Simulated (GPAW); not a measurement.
Ba2TiO4:

```
Ba Ti O
1.0
     3.98205    0.00000    0.00000
     0.00000    3.98205    0.00000
     0.00000    0.00000    8.78815
Ba Ti O
2 1 4
Direct
  0.00000 0.00000 0.27443
  0.00000 0.00000 0.72557
  0.50000 0.50000 0.50000
  0.50000 0.00000 0.50000
  0.50000 0.50000 0.27338
  0.50000 0.50000 0.72662
  0.00000 0.50000 0.50000
```

The cell comes from a database or a generator and needn't be the stable form of this composition.

Base run:

| Quantity | Value |
| --- | --- |
| Program | GPAW 26.7.0 |
| Functional | r2SCAN |
| Potentials or basis | GPAW PAW data sets (gpaw-data 1.2.1) |
| Cutoff | 800 eV |
| Basis | pw |
| k mesh | 5 × 5 × 2 |
| Occupations | fermi-dirac, width 0.05 eV |
| Spin | no spin polarisation |

Its results: band gap on the k mesh 2.37 eV, indirect (least direct gap 2.37 eV); pressure -2.0 GPa; largest force 0.294 eV/Å.

**Question.** The run is repeated on the same cell with these changes: functional from r2SCAN to LDA; potentials or basis from GPAW PAW data sets (gpaw-data 1.2.1) to the program's PAW data sets (release 1.2.1) made for this functional. What comes out?

**Answer.** Band gap on the k mesh 1.90 eV, indirect (least direct gap 1.91 eV); pressure -6.6 GPa; largest force 0.648 eV/Å.

Caveats: spin-orbit coupling is left out, which moves the levels of the heavy elements; the PAW data sets were made with another functional, which shifts forces and pressure a little (some runs).

A k mesh can miss the band edges.

Not every run made on this cell is shown here.
